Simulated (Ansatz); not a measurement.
BN, h-MgO type (it has left that coordination) at its r2SCAN geometry, run in the plane-wave code Ansatz at 4 levels of theory. The calculation is spin-unpolarised, and the structure need not be a phase that has been made.

The LDA input:
```yaml
crystal:
  lattice:
    - [2.5008383104, 0.0, 0.0]
    - [-1.2504191552, 2.1657895075, 0.0]
    - [0.0, 0.0, 6.8931205922]
  atoms:
    - { symbol: B, position: [0.3333333333, 0.6666666667, 0.25] }
    - { symbol: B, position: [0.6666666667, 0.3333333333, 0.75] }
    - { symbol: "N", position: [0.6666666667, 0.3333333333, 0.25] }
    - { symbol: "N", position: [0.3333333333, 0.6666666667, 0.75] }
kpoints:
  mp_grid: { grid: [12, 12, 4] }
  band_path:
    path:
      - [0.0, 0.0, 0.0]
      - [0.5, 0.0, 0.0]
      - [0.3333333333, 0.3333333333, 0.0]
      - [0.0, 0.0, 0.5]
      - [0.5, 0.0, 0.5]
      - [0.3333333333, 0.3333333333, 0.5]
      - [0.0, 0.5, 0.0]
    npoints: 1
hamiltonian:
  xc: lda
scf:
  occupations: { method: fixed }
  n_extra_bands: 5
output:
  forces: true
  stress: true
  eigenvalues: true
```

Main results, then, where recorded, the levels near the gap in eV from the Fermi energy (columns number the bands from 0), one row a point of the path (Γ, M, K, A, L, H, M):
```
Crystal: 4 atoms, lattice volume = 37.335 Å³
Symmetry: 24 space group operations
Space group: P63/mmc (ITA 194)
```
```
Basis set: ecut = 420 eV, 713 PW (Γ)
Bands: 13, of which v1, the nominal top of the filled ones, is band 8 counted from 1 (7 counted from 0)
k-points: 57 of 576
Free energy (F): -1052.678738 eV
Fermi energy:    4.096534 eV
--- Stress (GPa, compression-positive) ---
       -5.120728       0.000000       0.000000
        0.000000      -5.120728       0.000000
        0.000000       0.000000      -1.127153
  P = ⅓ Tr σ = -3.7895 GPa (-37.895 kbar)
```
```tsv
band_5	band_6	band_7	band_8	band_9	band_10
-1.334	-1.309	-1.309	4.707	9.565	11.501
-4.117	-1.374	-0.518	4.153	5.383	9.475
-7.054	-0.057	-0.057	4.685	4.685	10.518
-1.322	-1.322	-1.322	6.915	6.915	11.547
-4.140	-0.935	-0.935	4.591	4.591	9.919
-7.058	0.000	0.000	4.526	4.526	11.641
-4.117	-1.374	-0.518	4.153	5.383	9.475
```

With LDA the valence top lies at H and the conduction bottom at M, 4.15 eV higher; the smallest vertical gap, at H, is 4.53 eV.

Q: Another run on the same cell gave
```
Basis set: ecut = 500 eV, 979 PW (Γ)
Bands: 13, of which v1, the nominal top of the filled ones, is band 8 counted from 1 (7 counted from 0)
k-points: 36 of 324
hybrid outer 1: dexx = +2.446e-4 eV, tail = 1.52e-7 eV
hybrid outer 2: dexx = +1.042e-9 eV, tail = 3.44e-9 eV, Δε = 2.23e-4 eV
Free energy (F): -1088.061903 eV
Fermi energy:    3.675564 eV
--- Stress (GPa, compression-positive) ---
       -1.966937       0.000000       0.000000
        0.000000      -1.966937       0.000000
        0.000000       0.000000      -0.007963
  P = ⅓ Tr σ = -1.3139 GPa (-13.139 kbar)
```
```tsv
band_5	band_6	band_7	band_8	band_9	band_10
-1.443	-1.415	-1.415	6.056	11.403	13.301
-4.411	-1.393	-0.545	5.627	6.923	11.004
-7.760	-0.048	-0.048	6.250	6.250	12.069
-1.429	-1.429	-1.429	8.395	8.395	13.351
-4.436	-0.957	-0.957	6.072	6.072	11.463
-7.764	0.000	0.000	6.082	6.082	13.258
-4.411	-1.393	-0.545	5.627	6.923	11.004
```
Which level of theory and mesh gave it?

A: It is r2SCANh, judged by the exchange loop and the size of the gap (a near hybrid could fit too), on 9×9×4; the blocks that differ from the first input, but for the band path:
```yaml
kpoints:
  mp_grid: { grid: [9, 9, 4] }
hamiltonian:
  xc: r2scanh
```
With r2SCANh the valence top lies at H and the conduction bottom at M, 5.63 eV higher; the smallest vertical gap, at H, is 6.08 eV. The mean pressure at these positions is -1.3 GPa, compression counted positive. The stress of a hybrid is loosely converged here.

DDH-PBE0. Against the first input these blocks differ (the band path and keys that only write files left aside):
```yaml
crystal:
  host: atoms
kpoints:
  mp_grid: { grid: [9, 9, 4] }
hamiltonian:
  xc:
    exchange: pbe
    correlation: pbe
    exx: { coeff: inverse_dielectric }
```

```
ε∞ on k-mesh 6×6×4 of a primitive cell: xx 4.6176, yy 4.6176, zz 2.5301; 3/Tr ε∞, of that cell with its empty space = 0.2549884454127717
Basis set: ecut = 420 eV, 713 PW (Γ)
Bands: 13, of which v1, the nominal top of the filled ones, is band 8 counted from 1 (7 counted from 0)
k-points: 36 of 324
hybrid outer 1: dexx = +9.221e-3 eV, tail = 2.09e-5 eV
hybrid outer 2: dexx = +6.736e-7 eV, tail = 1.66e-8 eV, Δε = 2.61e-3 eV
Free energy (F): -1085.288880 eV
Fermi energy:    3.164991 eV
--- Stress (GPa, compression-positive) ---
       -2.411300       0.000000       0.000000
        0.000000      -2.411300       0.000000
        0.000000       0.000000       1.313259
  P = ⅓ Tr σ = -1.1698 GPa (-11.698 kbar)
```
```tsv
band_5	band_6	band_7	band_8	band_9	band_10
-1.598	-1.570	-1.570	6.955	12.312	14.187
-4.616	-1.449	-0.578	6.439	7.745	11.875
-8.011	-0.049	-0.049	7.039	7.039	12.916
-1.584	-1.584	-1.584	9.303	9.303	14.238
-4.641	-1.002	-1.002	6.889	6.889	12.329
-8.015	0.000	0.000	6.870	6.870	14.103
-4.616	-1.449	-0.578	6.439	7.745	11.875
```

With DDH-PBE0 the valence top lies at H and the conduction bottom at M, 6.44 eV higher; the smallest vertical gap, at H, is 6.87 eV. The mean pressure at these positions is -1.2 GPa, compression counted positive. The stress of a hybrid is loosely converged here.

PBE0. Against the first input these blocks differ (the band path and keys that only write files left aside):
```yaml
kpoints:
  mp_grid: { grid: [9, 9, 4] }
hamiltonian:
  xc: pbe0
```

```
Basis set: ecut = 420 eV, 713 PW (Γ)
Bands: 13, of which v1, the nominal top of the filled ones, is band 8 counted from 1 (7 counted from 0)
k-points: 36 of 324
hybrid outer 1: dexx = +8.709e-3 eV, tail = 1.90e-5 eV
hybrid outer 2: dexx = +5.869e-7 eV, tail = 1.41e-8 eV, Δε = 2.49e-3 eV
Free energy (F): -1085.278593 eV
Fermi energy:    3.189742 eV
--- Stress (GPa, compression-positive) ---
       -2.277374       0.000000       0.000000
        0.000000      -2.277374       0.000000
        0.000000       0.000000       1.324993
  P = ⅓ Tr σ = -1.0766 GPa (-10.766 kbar)
```
```tsv
band_5	band_6	band_7	band_8	band_9	band_10
-1.593	-1.565	-1.565	6.917	12.264	14.136
-4.606	-1.447	-0.577	6.397	7.700	11.828
-7.995	-0.049	-0.049	6.994	6.994	12.877
-1.579	-1.579	-1.579	9.262	9.262	14.187
-4.632	-1.001	-1.001	6.847	6.847	12.282
-7.999	0.000	0.000	6.826	6.826	14.062
-4.606	-1.447	-0.577	6.397	7.700	11.828
```

PBE0 gives an indirect gap of 6.40 eV, from H to M; the least direct gap is 6.83 eV at H. With the atoms held, the mean pressure is -1.1 GPa (compression positive). (The program warns that its thresholds are loose for a hybrid's stress.)

The hybrids run on coarser meshes, which limits their stresses and small splittings of levels.

Totals of different functionals can't be compared.

The meshes of the hybrids are coarse, so their gaps aren't converged to the digits shown.
